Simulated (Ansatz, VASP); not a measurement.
Given: the input of a run of VASP 6.6.1 on WS2 (Tungstenite).

The input INCAR:

```
  ALGO = Normal
  EDIFF = 1E-6
  ENCUT = 520
  ISIF = 2
  ISMEAR = -1
  LASPH = T
  LCHARG = F
  LREAL = F
  LWAVE = F
  NBANDS = 35
  NELM = 100
  PREC = Accurate
  SIGMA = 0.05
```

KPOINTS

```
k-points
0
Gamma
  10 10 3
```

File POSCAR:

```
WS2
1.0
    3.1586570750      0.0000000000      0.0000000000
   -1.5793285375      2.7354772688      0.0000000000
    0.0000000000      0.0000000000     12.4161048547
W S
2 4
Direct
    0.6666666667      0.3333333333      0.7500000000
    0.3333333333      0.6666666667      0.2500000000
    0.6666666667      0.3333333333      0.3750000000
    0.3333333333      0.6666666667      0.8750000000
    0.6666666667      0.3333333333      0.1250000000
    0.3333333333      0.6666666667      0.6250000000
```

Potentials or basis: VASP PAW LDA potentials, release 64 (W_sv, S).

Launch:

```bash
$ cat potpaw_LDA.64/W_sv/POTCAR potpaw_LDA.64/S/POTCAR > POTCAR
$ mpirun -np 1 vasp_std > vasp.out
```

**Question.** Translate it to Ansatz 0.2.0. Potentials there: JTH PAW LDA.

**Answer.** As run (the cutoff follows the program's own potentials):

The input input.yaml:

```yaml
crystal:
  lattice:
    - [3.158657075, 0.0, 0.0]
    - [-1.5793285375, 2.7354772688, 0.0]
    - [0.0, 0.0, 12.4161048547]
  atoms:
    - { symbol: W, position: [0.6666666667, 0.3333333333, 0.75] }
    - { symbol: W, position: [0.3333333333, 0.6666666667, 0.25] }
    - { symbol: S, position: [0.6666666667, 0.3333333333, 0.375] }
    - { symbol: S, position: [0.3333333333, 0.6666666667, 0.875] }
    - { symbol: S, position: [0.6666666667, 0.3333333333, 0.125] }
    - { symbol: S, position: [0.3333333333, 0.6666666667, 0.625] }
hamiltonian:
  xc: lda
  pseudopotentials: { kind: paw, xc_functional: lda, accuracy: standard }
kpoints:
  mp_grid: { grid: [10, 10, 3] }
scf:
  occupations: { method: fermi_dirac, width: 0.05 }
output:
  forces: true
  stress: true
  eigenvalues: true
```

Potentials or basis: JTH PAW LDA.

The run is started by

```console
$ ansatz run input.yaml --threads 2 --pin off --max-ram 5120MiB --backend cpu --events-out ev --progress --plain --runs-dir out
```

Both were run:

|  | VASP | Ansatz | Ansatz less VASP |
| --- | --- | --- | --- |
| gap on the k mesh at the Fermi level (eV) | 1.03 | 1.03 | 0.000 |
| least direct gap on the mesh (eV) | 2.13 | 2.12 | -0.006 |
| pressure (GPa) | -2.1 | -2.4 | -0.36 |
| largest component of the traceless stress (GPa) | 1.49 | 1.43 | -0.064 |
| rms of the force components (eV/Å) | 0.021 | 0.003 | -0.0174 |

Atom by atom the forces differ by 0.024 eV/Å (rms over components).

Caveats: spin-orbit coupling is left out, which moves the levels of the heavy elements; an odd mesh through Γ misses points on the zone boundary, where band edges often lie (VASP); odd divisions of the mesh miss points on the zone boundary, where band edges often lie, so the gap on the mesh can be too wide (Ansatz). Expect the measured gap to be larger: semilocal functionals such as LDA lack the derivative discontinuity.
